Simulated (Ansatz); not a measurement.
# BAs: equation of state with PBEsol

**The experiment to reproduce.**

From “Basic Physical Properties of Cubic Boron Arsenide”, 2019, arxiv:1911.11281, for a bulk crystal of BAs: bulk modulus 148 GPa.

The system is BAs.

```
CELL_PARAMETERS angstrom
0.00000 2.38850 2.38850
2.38850 0.00000 2.38850
2.38850 2.38850 0.00000
ATOMIC_POSITIONS crystal
As 0.75000 0.75000 0.75000
B 0.00000 0.00000 0.00000
```

```yaml
Program: Ansatz 0.2.0
Task: equation of state
Functional: PBEsol
Potentials_or_basis: all-electron LAPW, inner shells corrected to Dirac's equation
Basis_error_allowed: 0.001 eV/atom
k_mesh: 10 × 10 × 10
Occupations: fermi-dirac, width 0.15 eV
Spin: collinear spin, ferromagnetic start
Starting_moments: "[0.5, 0.0] μB"
```

The equilibrium volume is 13.54 Å³/atom and the bulk modulus is 140 GPa. The pressure derivative of the bulk modulus is 4.1.

Energy against volume, from the lowest point:
| volume (Å³/atom) | energy (meV/atom) |
| --- | --- |
| 12.809 | 19.06 |
| 13.081 | 7.17 |
| 13.354 | 1.00 |
| 13.626 | 0.00 |
| 13.899 | 3.66 |
| 14.171 | 11.54 |
| 14.444 | 23.22 |

All runs of the series together: 4.3 min on 1 thread of Arm Neoverse V1 (shared host).

Measured bulk modulus of BAs: 148 GPa (quoted in “Basic Physical Properties of Cubic Boron Arsenide”, 2019, arxiv:1911.11281). This calculation gives 140 GPa (-5.2 %). The fit is for a static lattice scaled at fixed shape and fixed fractional positions.

Caveat: the starting moments weren't kept.
